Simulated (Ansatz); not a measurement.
Calculated with Ansatz (gas phase, PBE0-D4/def2-TZVP geometries, no zero-point term in ΔE). CCSD(T)/CBS adds triple-zeta CCSD(T) − MP2 to the extrapolated MP2 energy (def2 sets, frozen cores). Functionals use def2-TZVPP. HSE06 is defined as in plane-wave codes. Elements past krypton have def2 core potentials. For Mo outer-core shells are correlated without core-valence functions, which leaves a few kJ/mol of doubt a bond. One conformer a species, not always the lowest.

Reaction (formal exchange of groups at a Mo–O bond): `[O]=[Mo]([OH])([F])([Cl])[Cl]` + `CC(C)(C)Cl` → `[O]=[Mo]([F])([Cl])([Cl])[Cl]` + `CC(C)(C)O`

| level | ΔE (kJ/mol) | difference from CCSD(T)/CBS |
| --- | --- | --- |
| BLYP-D4 | 9.8 | -0.1 |
| B97M-V | 5.9 | -4.0 |
| PBE0-D4 | 7.2 | -2.7 |
| r2SCANh-D4 | 8.3 | -1.6 |
| HSE06-D4 | 6.7 | -3.2 |
| B2PLYP | 6.5 | -3.4 |
| r2SCAN0 | 7.8 | -2.1 |
| MP2/def2-SVP | 2.3 | -7.6 |
| SCS-MP2/def2-TZVPP | 7.2 | -2.7 |
| SCS-MP2/def2-QZVPP | 6.2 | -3.7 |
| CCSD(T)/CBS | 9.9 | 0 |

Largest T1 diagnostic among the species: 0.024, so the coupled-cluster value is less sure than usual.

Leaving LDA and LC-ωPBE aside and taking each functional with its dispersion term where it has one, the values, not all of them listed here, spread over 9.6 kJ/mol, from B97M-V to ωB97X-V. At CCSD(T), def2-SVP lies −4.4 kJ/mol from the extrapolated value and def2-TZVPP +0.6 kJ/mol.

CCSD(T)/CBS has its own doubt, a few kJ/mol and more with outer-core shells, so smaller differences from it don't rank the levels.
